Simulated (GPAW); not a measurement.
# CdSe (F-43m) in GPAW: notebook

Runs on CdSe. Level: PBE. Tasks: single point.

Everything below comes from runs of GPAW 26.7.0. Logs are shortened: lines on timing, memory, paths and dates and some standing lists are left out, and cuts for length are marked. The log counts tension as positive stress, the text compression.

## Step 1: Starting point

The structure is cubic, space group F-43m (No. 216). Conventional cell: a = 6.141 Å, b = 6.141 Å, c = 6.141 Å, α = 90.00°, β = 90.00°, γ = 90.00°. Cd (site symmetry -43m) has 4 Se at 2.66 Å as nearest neighbours. Around Se (site symmetry -43m) lie 4 Cd at 2.66 Å.

Measurements of this composition are mostly on another form, of space group No. 186.

## Step 2: Single point, PBE

The input, run.py:

```python
from ase.dft.bandgap import bandgap
from ase.io import write
from ase.spacegroup import crystal
from ase.units import GPa
from gpaw import GPAW, PW

# Cd 4a
# Se 4d
atoms = crystal(['Cd', 'Se'],
                basis=[[0.0, 0.0, 0.0],
                       [0.25, 0.25, 0.75]],
                spacegroup=216, setting=1,  # F-43m
                cellpar=[6.1405424, 6.1405424, 6.1405424, 90.0, 90.0, 90.0],
                primitive_cell=True)

calc = GPAW(mode=PW(400),
            xc='PBE',
            kpts={'size': (6, 6, 6), 'gamma': True},
            occupations={'name': 'fermi-dirac', 'width': 0.05},
            nbands=18,
            convergence={'density': 1e-05, 'energy': 1e-05},
            maxiter=80,
            txt='gpaw.txt')
atoms.calc = calc
energy = atoms.get_potential_energy()
forces = atoms.get_forces()
stress = atoms.get_stress()
calc.write('gs.gpw')
write('result.traj', atoms)
print(f'Energy: {energy:.6f} eV')
print('Forces (eV/A):')
print(forces.round(4))
print('Stress (GPa):', (stress / GPa).round(3))
print('Fermi level:', round(calc.get_fermi_level(), 4), 'eV')
print(f'Gap: {bandgap(calc)[0]:.4f} eV, direct: {bandgap(calc, direct=True)[0]:.4f} eV')
```

Potentials or basis: GPAW PAW data sets (gpaw-data 1.2.1), pw.

Command:

```sh
OMP_NUM_THREADS=1 python run.py
```

gpaw.txt:

```text
__  _  _
 | _ |_)|_||  |
 |__||  | ||/\| - 26.7.0

Input parameters:
  mode=PW(ecut=400.0),
  convergence={'density': 1e-05, 'energy': 1e-05},
  kpts=MonkhorstPack(size=(6, 6, 6), gamma=True),
  maxiter=80,
  nbands=18,
  occupations=Occupations(name='fermi-dirac', width=0.05),
  xc=XC(name='PBE')

Diagonalizing LCAO Hamiltonian
Converting LCAO to pw mode

                     Se

       Cd

Atoms  # Å, Bohr magnetons
|   | symbol |        x |        y |        z |    initial magnetic moments |
|---|--------|----------|----------|----------|-----------------------------|
| 0 |     Cd | 0.000000 | 0.000000 | 0.000000 | ( 0.0000,  0.0000,  0.0000) |
| 1 |     Se | 4.605407 | 4.605407 | 4.605407 | ( 0.0000,  0.0000,  0.0000) |

Unit cell  # Å
| periodic |        x |        y |        z |  lengths |    angles |
|----------|----------|----------|----------|----------|-----------|
|      yes | 0.000000 | 3.070271 | 3.070271 | 4.342019 | 60.000000 |
|      yes | 3.070271 | 0.000000 | 3.070271 | 4.342019 | 60.000000 |
|      yes | 3.070271 | 3.070271 | 0.000000 | 4.342019 | 60.000000 |

Number of symmetries: 24
Symmetry operations  # r_c * U_cc + t_c -> r_c
|    | kind |            matrix            |
|----|------|------------------------------|
|  0 |  E   |  1, 0, 0,  0, 1, 0,  0, 0, 1 |
|  1 |  σ   |  1, 0, 0,  0, 0, 1,  0, 1, 0 |
|  2 |  σ   |  1, 0,-1,  0, 1,-1,  0, 0,-1 |
|  3 |  C3  |  1, 0,-1,  0, 0,-1,  0, 1,-1 |
|  4 |  C3  |  1,-1, 0,  0,-1, 1,  0,-1, 0 |
|  5 |  σ   |  1,-1, 0,  0,-1, 0,  0,-1, 1 |
|  6 |  σ   |  0, 1, 0,  1, 0, 0,  0, 0, 1 |
|  7 |  C3  |  0, 1, 0,  0, 0, 1,  1, 0, 0 |
|  8 |  C2  |  0, 1,-1,  1, 0,-1,  0, 0,-1 |
|  9 |  S4  |  0, 1,-1,  0, 0,-1,  1, 0,-1 |
| 10 |  C3  |  0, 0, 1,  1, 0, 0,  0, 1, 0 |
| 11 |  σ   |  0, 0, 1,  0, 1, 0,  1, 0, 0 |
| 12 |  S4  |  0, 0,-1,  1, 0,-1,  0, 1,-1 |
| 13 |  C3  |  0, 0,-1,  0, 1,-1,  1, 0,-1 |
| 14 |  S4  |  0,-1, 1,  1,-1, 0,  0,-1, 0 |
| 15 |  C2  |  0,-1, 1,  0,-1, 0,  1,-1, 0 |
| 16 |  C3  |  0,-1, 0,  1,-1, 0,  0,-1, 1 |
| 17 |  S4  |  0,-1, 0,  0,-1, 1,  1,-1, 0 |
| 18 |  S4  | -1, 1, 0, -1, 0, 1, -1, 0, 0 |
| 19 |  C3  | -1, 1, 0, -1, 0, 0, -1, 0, 1 |
| 20 |  C3  | -1, 0, 1, -1, 1, 0, -1, 0, 0 |
| 21 |  S4  | -1, 0, 1, -1, 0, 0, -1, 1, 0 |
| 22 |  σ   | -1, 0, 0, -1, 1, 0, -1, 0, 1 |
| 23 |  C2  | -1, 0, 0, -1, 0, 1, -1, 1, 0 |

BZ-sampling:
  Number of BZ points: 216
  Number of IBZ points: 16

  Monkhorst-Pack size: [6, 6, 6]
  Monkhorst-Pack shift: [0.08333333333333333, 0.08333333333333333, 0.08333333333333333]

K-points  # in reciprocal-cell coordinates
|     |                                coordinates |     weight |
|-----|--------------------------------------------|------------|
|   0 | (  0.00000000,   0.00000000,   0.00000000) | 0.00462963 |
|   1 | (  0.16666667,   0.16666667,   0.00000000) | 0.02777778 |
|   2 | (  0.16666667,   0.16666667,   0.16666667) | 0.03703704 |
|   3 | (  0.33333333,   0.16666667,   0.16666667) | 0.05555556 |
|   4 | (  0.33333333,   0.33333333,  -0.33333333) | 0.05555556 |
|   5 | (  0.33333333,   0.33333333,   0.00000000) | 0.02777778 |
|   6 | (  0.33333333,   0.33333333,   0.16666667) | 0.11111111 |
|   7 | (  0.33333333,   0.33333333,   0.33333333) | 0.03703704 |
|   8 | (  0.50000000,   0.33333333,  -0.33333333) | 0.11111111 |
|   9 | (  0.50000000,   0.33333333,  -0.16666667) | 0.05555556 |
| ... |                                            |            |
|  15 | (  0.50000000,   0.50000000,   0.50000000) | 0.01851852 |

Plane wave coefficients: 1067
Cutoff: 400.0 eV

Spin-components: 1 (collinear spins)
Bands:           18
Projectors:      11
Spin-degeneracy: 2
Datatype:        complex128

Parallelization:
  kpt:    1
  domain: 1
  band:   1

Density:
  Valence electrons: 18.0
  Components: 1
  Grid points: [21 21 21]
  Charge: 0.0  # |e|

Potential:
  Grid points: [21 21 21]

species:
  Cd:
    name:    Cadmium
    Z:       48.0
    valence: 12
    core:    36
    charge:  0.0  # [|e|]
    compensation charges:
      type: gauss
      rc: 0.38  # [Å]
      lmax: 2
    cutoffs:
      filter: 2.12  # [Å]
      core: 2.62  # [Å]
    projectors
    | kind |    occ | energy [eV] | rcut [Å] |
    |------|--------|-------------|----------|
    |   5s |  2.000 |      -5.655 |    1.191 |
    |   5p |  0.000 |      -1.186 |    1.228 |
    |   4d | 10.000 |     -11.739 |    1.164 |
    |    s |        |      21.556 |    1.191 |
    |    p |        |      26.026 |    1.228 |
    |    d |        |      15.473 |    1.164 |

    Using partial waves for Cd as LCAO basis

  Se:
    name:    Selenium
    Z:       34.0
    valence: 6
    core:    28
    charge:  0.0  # [|e|]
    compensation charges:
      type: gauss
      rc: 0.27  # [Å]
      lmax: 2
    cutoffs:
      filter: 1.77  # [Å]
      core: 2.67  # [Å]
    projectors
    | kind |    occ | energy [eV] | rcut [Å] |
    |------|--------|-------------|----------|
    |   4s |  2.000 |     -17.277 |    0.847 |
    |   4p |  4.000 |      -6.512 |    1.005 |
    |    s |        |       9.935 |    0.847 |
    |    p |        |      20.699 |    1.005 |
    |    d |        |       0.000 |    0.847 |

    Using partial waves for Se as LCAO basis

Reference energy: -218276.650467  # eV

eigensolver:
  PPCG
  Converge bands: occupied
  niter=2

density mixing:
  MSR1-Mixer
  Pratt-step length: 0.05
  Maximum mixing coefficient: 0.75
  Old densities: 10
  SVD Regularization: 0.005
  Good broyden scale: 1.0
  Trust region scale: 1.0
  Backstep threshold: 4.0
  History deletion threshold: 6.0
  Fourier metric: weight=20.0, sigma=0.015

occupation numbers:
  Fermi-Dirac:
    width: 0.0500  # eV

poisson solver:
  ecut: 3200.0  # eV

xc functional:
  name: PBE with 2 nearest neighbor stencil

convergence criteria:
- Maximum integral of absolute [dens]ity change: 1e-05 electrons / valence electron
- Maximum [total energy] change in last 3 cyles: 1e-05 eV / valence electron
- Maximum integral of absolute [eigenst]ate change: 4e-08 eV^2 / valence electron
maximum number of iterations: 80

SCF iterations
|iter     | |      energy | eigst |  dens |
|---------|-|-------------|-------|-------|
|iter:   1| |   -5.935953 | -0.76 |       |
|iter:   2| |   -5.856632 | -2.63 | -1.17 |
|iter:   3| |   -5.575317 | -1.68 | -1.21 |
|iter:   4| |   -5.574181 | -3.54 | -1.80 |
|iter:   5| |   -5.573868 | -3.98 | -2.25 |
|iter:   6| |   -5.573892 | -5.43 | -3.03 |
|iter:   7| |   -5.573895c| -6.71 | -3.53 |
|iter:   8| |   -5.573895c| -7.55c| -4.60 |
|iter:   9| |   -5.573895c| -7.91c| -5.02c|

Converged in 9 steps
Energy contributions relative to reference atoms: (reference = -218276.650467)

Energy contributions:
  Kinetic:          18.783738
  Coulomb:         -17.132272
  Zero:              0.114834
  External:          0.000000
  Xc:               -7.340171
  Entropy:          -0.000050
  Spinorbit:         0.000000
  ----------------------------
  Free energy:      -5.573920
  Extrapolated:     -5.573895

dipole moment: (-16.937188, -16.937188, -16.937188)  # |e|*Ang

Fermi level: 3.639
Eigenvalues  # (at kpt = [0.000, 0.000, 0.000])
| band index |      eig [eV] | occ [0-2] |
|------------|---------------|-----------|
|          0 |        -9.098 |     2.000 |
|          1 |        -4.461 |     2.000 |
|          2 |        -4.460 |     2.000 |
|          3 |        -4.460 |     2.000 |
|          4 |        -4.110 |     2.000 |
|          5 |        -4.110 |     2.000 |
[... 10 lines left out ...]
|         16 |        15.355 |     0.000 |
|         17 |        15.355 |     0.000 |

Gap: 0.540 eV
Transition (v -> c):
  (s=0, k=0, n=8, [0.00, 0.00, 0.00]) -> (s=0, k=0, n=9, [0.00, 0.00, 0.00])
No difference between direct/indirect transitions

Forces  # eV/Ang
|        x |        y |        z |
|----------|----------|----------|
| -0.00000 |  0.00000 | -0.00000 |  # Cd   0
|  0.00000 | -0.00000 | -0.00000 |  # Se   1

Stress tensor  # eV/Ang^3
|         x |         y |         z |
|-----------|-----------|-----------|
|  0.003140 | -0.000000 | -0.000000 |
| -0.000000 |  0.003140 |  0.000000 |
| -0.000000 |  0.000000 |  0.003140 |

# Writing to gs.gpw (mode='')
```

It took 9.8 s on 1 thread of Intel Xeon Platinum 8488C (Sapphire Rapids), shared host; peak memory 0.14 GiB.

The run converged, but some of its settings lie outside the range that counts as converged, so its numbers aren't taken as properties of the crystal.

What came out:

| Item | Value |
| --- | --- |
| Free energy | -5.5739 eV |
| Pressure | -0.5 GPa |
| Band gap on the k mesh | 0.54 eV, direct |

Caveat: the cutoff is short for stress and forces, so pressures can be off by a GPa or more.

## Step 3: Single point, PBE

Changes to run.py since step 2:

```diff
@@ -1,4 +1,4 @@
+from ase import Atoms
 from ase.dft.bandgap import bandgap
 from ase.io import write
-from ase.spacegroup import crystal
 from ase.units import GPa
@@ -6,12 +6,11 @@
 
-# Cd 4a
-# Se 4d
-atoms = crystal(['Cd', 'Se'],
-                basis=[[0.0, 0.0, 0.0],
-                       [0.25, 0.25, 0.75]],
-                spacegroup=216, setting=1,  # F-43m
-                cellpar=[6.1405424, 6.1405424, 6.1405424, 90.0, 90.0, 90.0],
-                primitive_cell=True)
+atoms = Atoms(['Cd', 'Se'],
+              cell=[[0.0, 3.0702711986, 3.0702711986],
+                    [3.0702711986, 0.0, 3.0702711986],
+                    [3.0702711986, 3.0702711986, 0.0]],
+              scaled_positions=[[0.0, 0.0, 0.0],
+                                [0.25, 0.25, 0.25]],
+              pbc=True)
 
-calc = GPAW(mode=PW(400),
+calc = GPAW(mode=PW(700),
             xc='PBE',
```

Potentials or basis: GPAW PAW data sets (gpaw-data 1.2.1), pw.

Command:

```sh
OMP_NUM_THREADS=1 python run.py
```

Wall time 18 s (1 thread of Intel Xeon Platinum 8488C (Sapphire Rapids), shared host); peak memory 0.17 GiB.

The run converged. Its results:

```
Free energy            : -5.6862 eV
Pressure               : 1.1 GPa
Band gap on the k mesh : 0.54 eV, direct
```

Levels at points of the mesh, in eV from the valence-band top:
```csv
k point,band 7,band 8,band 9,band 10,band 11,band 12
"(0.00, 0.00, 0.00)",0.00,0.00,0.00,0.54,5.91,5.91
"(0.50, 0.50, 0.00)",-3.96,-1.77,-1.77,3.19,3.73,8.95
"(0.50, 0.50, 0.50)",-4.23,-0.72,-0.72,2.35,6.43,6.43
```
